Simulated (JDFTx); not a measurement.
Here is a JDFTx 1.7.0 (patched build) calculation.

File BN.in:

```
include BN.lattice
coords-type Lattice
include BN.ionpos

ion-species pseudo/N.upf
ion-species pseudo/B.upf
elec-cutoff 40 320
elec-ex-corr mgga-x-r2scan mgga-c-r2scan
kpoint-folding 10 10 3
elec-smearing Fermi 0.0018374661
elec-n-bands 14
electronic-SCF nIterations 100 energyDiffThreshold 1e-09
electronic-minimize nIterations 30 energyDiffThreshold 1e-7
converge-empty-states yes
forces-output-coords Cartesian

dump-name run.$VAR
dump End Ecomponents EigStats BandEigs Kpoints Forces Stress ElecDensity KEdensity
```

File BN.lattice:

```
lattice \
    4.7209893936    -2.3604946968     0.0000000000 \
    0.0000000000     4.0884967459     0.0000000000 \
    0.0000000000     0.0000000000    12.5396556452
```

File BN.ionpos:

```
ion N      0.6666666667     0.3333333333     0.2500000000 1
ion N      0.3333333333     0.6666666667     0.7500000000 1
ion B      0.6666666667     0.3333333333     0.7500000000 1
ion B      0.3333333333     0.6666666667     0.2500000000 1
```

Potentials or basis: SG15-PBE-1.2.

Run with:

```bash
$ jdftx -c 1 -i BN.in -o BN.out
```

(1) What does it give for the band gap on the k mesh?

(2) Predict the pressure.

Results:

(1) 4.88 eV, indirect (least direct gap 5.36 eV).

(2) -0.4 GPa.

Caveat: the empty levels aren't tightly converged; the potentials were made for another functional, which shifts forces and pressure; an odd mesh through Γ misses points on the zone boundary, where band edges often lie.
